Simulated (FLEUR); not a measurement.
**WC (Qusongite): equation of state with PBEsol**

Crystal: WC (Qusongite).

```
W C
1.0
     2.90650    0.00000    0.00000
    -1.45325    2.51710    0.00000
     0.00000    0.00000    2.83660
W C
1 1
Cartesian
  0.0000 0.0000 0.0000
  1.4533 0.8390 1.4183
```

| Property | Result |
| --- | --- |
| Program | FLEUR MaX-R8.1 (later development tree) |
| Task | equation of state |
| Functional | PBEsol |
| Potentials or basis | all-electron |
| Basis | FLAPW |
| Kmax | 5.03 1/bohr |
| k mesh | 10 × 10 × 9 |
| Occupations | fermi-dirac, width 0.05 eV |
| Spin | no spin polarisation |
| Gmax | 15.6 1/bohr |
| Muffin-tin radii | W 2.3, C 1.43 bohr |
| lmax | W 10, C 8 |
| Local orbitals a species | W 4, C 3 |

```yaml
Equilibrium_volume: 10.29 Å³/atom
Bulk_modulus_at_fixed_shape_and_positions: 410 GPa
Pressure_derivative_of_the_bulk_modulus: "4.3 (rough: it moves with the points fitted)"
```

Energy against volume, from the lowest point:
| volume (Å³/atom) | energy (meV/atom) |
| --- | --- |
| 9.754 | 38.77 |
| 9.961 | 13.60 |
| 10.376 | 0.00 |
| 10.791 | 27.60 |
| 10.999 | 54.31 |

Caveat: the cell was scaled at fixed shape and fractional positions, which overstates the stiffness of a crystal with free parameters, most of all of layers and chains. Spin-orbit coupling is left out, which matters for the levels of W.
